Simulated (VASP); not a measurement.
# Se: relaxation of cell and atoms with PBEsol

Se:

```xyz
1
Lattice="2.0400 1.1778 1.1082 -2.0400 1.1778 1.1082 0.0000 -2.3555 1.1082" Properties=species:S:1:pos:R:3 pbc="T T T"
Se    0.0000    0.0000    0.0000
```

This isn't the form of Se at room conditions, which is trigonal, of chains.

* Program: VASP 6.6.1
* Task: relaxation of cell and atoms
* Functional: PBEsol
* Potentials or basis: VASP PAW PBE potentials, release 64 (Se)
* Cutoff: 520 eV
* k mesh: 21 × 21 × 21
* Occupations: gaussian, width 0.1 eV
* Spin: no spin polarisation
* Target pressure: 30 GPa
* Further INCAR settings: ALGO = Normal; EDIFF = 1e-07; IBRION = 2; EDIFFG = -0.15; NSW = 80; ISIF = 3
* Target pressure: 30 GPa

| Item | Value |
| --- | --- |
| Pressure after relaxing | 31.0 GPa |
| Band gap on the k mesh | none (metal or under the smearing width) |

Stress tensor (GPa, compression positive):
```
30.80  0.00  0.00
 0.00 30.80  0.00
 0.00  0.00 31.38
```

Final structure:
```cif
data_structure
_symmetry_space_group_name_H-M 'P 1'
_symmetry_Int_Tables_number 1
_cell_length_a 2.6032
_cell_length_b 2.6032
_cell_length_c 2.6032
_cell_angle_alpha 103.188
_cell_angle_beta 103.188
_cell_angle_gamma 103.188
_cell_volume 15.98
loop_
_atom_site_label
_atom_site_type_symbol
_atom_site_fract_x
_atom_site_fract_y
_atom_site_fract_z
_atom_site_occupancy
Se1 Se 0.00000 0.00000 0.00000 1
```

Levels at points of the mesh, in eV from the Fermi level:
| k point | band 1 | band 2 | band 3 | band 4 | band 5 | band 6 | band 7 |
| --- | --- | --- | --- | --- | --- | --- | --- |
| (0.00, 0.00, 0.00) | -19.02 | 2.12 | 4.22 | 4.22 | 9.58 | 9.58 | 11.48 |

It took 22 s on 1 thread of Intel(R) Xeon(R) 6975P-C (Granite Rapids) (shared host), peak memory 0.21 GiB.

Caveat: the relaxation stopped at its first step, so nothing moved; the cell is relaxed towards a set pressure, so the enthalpy falls and the energy may rise; the PAW data sets were made with another functional, which shifts forces and pressure a little.
